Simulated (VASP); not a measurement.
## MnS: relaxation of cell and atoms with LDA

The system is MnS.

```
CELL_PARAMETERS angstrom
1.83000 1.05655 2.97092
-1.83000 1.05655 2.97092
0.00000 -2.11310 2.97092
ATOMIC_POSITIONS crystal
Mn 0.00000 0.00000 0.00000
S 0.50000 0.50000 0.50000
```

The cell is a database's computed one.

```yaml
Program: VASP 6.6.1
Task: relaxation of cell and atoms
Functional: LDA
Potentials_or_basis: VASP PAW LDA potentials, release 64 (Mn_pv, S)
Cutoff: 600 eV
k_mesh: 7 × 7 × 7
Occupations: fermi-dirac, width 0.05 eV
Spin: collinear spin, ferromagnetic start
Starting_moments: "[4.0, 0.0] μB"
Target_pressure: 5 GPa
Further_INCAR_settings: ALGO = Normal; EDIFF = 1e-07; IBRION = 2; EDIFFG = -0.02; NSW = 40; ISIF = 3
Target_pressure: 5 GPa
```

```
Relaxed volume                                         : 12.89 Å³/atom
Relaxed cell                                           : a = 3.312 Å, b = 3.312 Å, c = 3.312 Å, α = 60.13°, β = 60.13°, γ = 60.13°
Space group after relaxing (to 0.05 Å)                 : Fm-3m (No. 225)
Energy change on relaxing (the enthalpy is what falls) : -162.6 meV/atom
Ionic steps                                            : 4
Pressure after relaxing                                : 4.9 GPa
Band gap on the k mesh                                 : none (metal or under the smearing width)
Net moment                                             : 3.11 μB per cell
Site moments                                           : Mn +2.90; S +0.05 μB
Valence electrons inside the program's atomic spheres  : Mn 11.79; S 3.75
```

Stress tensor (GPa, compression positive):
```
4.83 0.00 0.00
0.00 4.83 0.00
0.00 0.00 5.04
```

The path:
| step | energy change (eV) | largest force (eV/Å) | pressure (GPa) | volume (Å³) |
| --- | --- | --- | --- | --- |
| 1 | 0.0000 | 0.0000 | -11.25 | 34.47 |
| 2 | -0.3385 | 0.0000 | 1.53 | 26.46 |
| 3 | -0.3197 | 0.0000 | 5.86 | 25.61 |
| 4 | -0.3252 | 0.0000 | 4.90 | 25.77 |

Final structure:
```yaml
crystal:
  lattice:
    - [1.65945, 0.95808, 2.70160]
    - [-1.65945, 0.95808, 2.70160]
    - [0.00000, -1.91617, 2.70160]
  atoms:
    - { symbol: Mn, position: [0.00000, 0.00000, 0.00000] }
    - { symbol: S, position: [0.50000, 0.50000, 0.50000] }
```

Levels at points of the mesh, in eV from the Fermi level:
Spin up:
```
           k point  band 7  band 8  band 9  band 10  band 11  band 12  band 13  band 14  band 15
(0.00, 0.00, 0.00)   -2.99   -2.83   -2.83    -1.88    -1.88    -1.85     5.04     9.91     9.91
```
Spin down:
```tsv
k point	band 6	band 7	band 8	band 9	band 10	band 11
(0.00, 0.00, 0.00)	-1.68	-1.65	-0.93	-0.93	-0.90	-0.80
```

It took 120 s on 1 thread of AMD EPYC 9R45 96-Core Processor (Zen 5) (shared host), peak memory 0.17 GiB.

Caveat: the cell is relaxed towards a set pressure, so the enthalpy falls and the energy may rise; the volume moved by over 15 % at a fixed basis, so the end points are rough; a cell with one magnetic atom can't hold antiferromagnetic order, which such compounds often take; semilocal functionals often make such compounds metallic where correlation or magnetic order opens a gap, which also shifts bond lengths. With open d or f shells a metallic result of LDA can be an artefact of self-interaction; +U or a hybrid may open a gap.
